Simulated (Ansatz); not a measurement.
Compressing TiAl$_{2}$: a fit and a missing row

TiAl$_{2}$, Cmmm, a = 3.913 Å, b = 12.068 Å, c = 3.993 Å. The structure is a COD entry; whether it is the stable form wasn't checked. Ansatz: r2SCAN, PAW, 500 eV, Γ-centred 10×10×10 mesh on 6 atoms, Gaussian smearing 0.10 eV; no spin polarisation. Shape and atoms are relaxed at each volume; pressure is positive in compression.

```
V (Å³/atom) P (GPa)
     14.771        ?
     15.242     3.80
     15.714     0.00
     16.185    -3.27
     16.657    -6.08
```

Take V0 = 15.714 Å³/atom, fit the third-order Birch–Murnaghan form to the other rows, and predict the missing pressure.

With the Eulerian strain f = ½[(V0/V)^(2/3) − 1] and y = P/[3f(1 + 2f)^(5/2)], the form is the line y = B0 + 1.5 B0 (B0′ − 4) f. Rows (f, y): 0.01027, 117.2; -0.00975, 117.4; -0.01905, 117.2. Means f = -0.006177, y = 117.27; Σ(Δf)² = 0.0004490, ΣΔfΔy = -0.0007147; the slope is their ratio. y = 117.3 − 1.592 f GPa, so B0 = 117.3 GPa and B0′ = 4 + 2 × (-1.592)/(3 × 117.3) = 3.99. At V = 14.771, f = 0.02106, y = 117.27 and P = 8.21 GPa. The run gave 8.21 GPa, the same to the digits shown. The form still works here, 33 % of the fitted range beyond its end.

The pressure rises faster on compression than it falls on expansion, yet y stays almost flat, so the energy of TiAl$_{2}$ is very nearly quadratic in Eulerian strain. The small slope comes from differences in y no larger than the rounding of the pressures allows, which makes B0′ = 3.99 indistinguishable from 4. The successful prediction therefore supports the second-order form and the value of B0, but hardly tests the third-order term.

The asymmetry is the usual anharmonicity of cohesion: squeezing the atoms together raises the electrons' kinetic energy and the overlap repulsion steeply, while stretching weakens the bonding. A bulk modulus of 117.3 GPa is well above that of elemental aluminium, as expected when Ti d states hybridise with Al s and p states and add covalent bonding to the metallic background. The smooth curve gives no hint of an abrupt electronic or structural change along this relaxed path. Because it measures only the response to volume, it doesn't show how stiffness varies with direction or how the compound resists shear.
